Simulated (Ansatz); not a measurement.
Set up this calculation in Ansatz 0.2.0, as the native input.

```
Task                : atomic charges
Functional          : RPBE
Dispersion          : D3(BJ)
Potentials or basis : all-electron LAPW, scalar-relativistic
Cutoff              : 306 eV (chosen from the basis error)
Basis error allowed : 0.001 eV/atom
k mesh              : 12 × 12 × 7
Occupations         : fermi-dirac, width 0.01 eV
Spin                : collinear spin, antiferromagnetic start
Starting moments    : [2.0, -2.0] μB
```

Co:

```xyz
2
Lattice="2.5045 0.0000 0.0000 -1.2523 2.1690 0.0000 0.0000 0.0000 4.0741" Properties=species:S:1:pos:R:3 pbc="T T T"
Co    1.2523    0.7230    3.0555
Co    0.0000    1.4460    1.0185
```

The cell isn't the ideal one: volume scaled by 1.04.

These files were run (other wordings do the same):

input.yaml

```yaml
crystal:
  lattice:
    - [2.5045299482, 0.0, 0.0]
    - [-1.2522649741, 2.1689865596, 0.0]
    - [0.0, 0.0, 4.0740599388]
  atoms:
    - { symbol: Co, position: [0.6666666667, 0.3333333333, 0.75], spin: 2.0 }
    - { symbol: Co, position: [0.3333333333, 0.6666666667, 0.25], spin: -2.0 }
kpoints:
  mp_grid: { grid: [12, 12, 7] }
scf:
  occupations: { method: fermi_dirac, width: 0.01 }
hamiltonian:
  xc: rpbe
  dispersion: d3bj
  pseudopotentials: { kind: all_electron, lapw: { basis_error: 0.001 } }
magnetization:
  spin_polarized: true
output:
  forces: true
  stress: true
  eigenvalues: true
  populations: true
```

Potentials or basis: all-electron LAPW, scalar-relativistic.

Launch:

```bash
$ ansatz run input.yaml --threads 2 --pin off --max-ram 6144MiB --backend cpu --events-out ev --progress --plain --runs-dir out
```

Results of the run:

```yaml
Pressure: -26.9 GPa
Band_gap_on_the_k_mesh: none (metal or under the smearing width)
Net_moment: -3.33 μB per cell
Absolute_moment: 3.70 μB per cell
Site_moments: Co -1.73 μB
```

Caveat: pairwise dispersion overbinds metals, which lowers pressure and volume; the starting moments weren't kept.

It took 79 s on 2 threads of Arm Neoverse V2, on a shared host, peak memory 0.5 GiB.
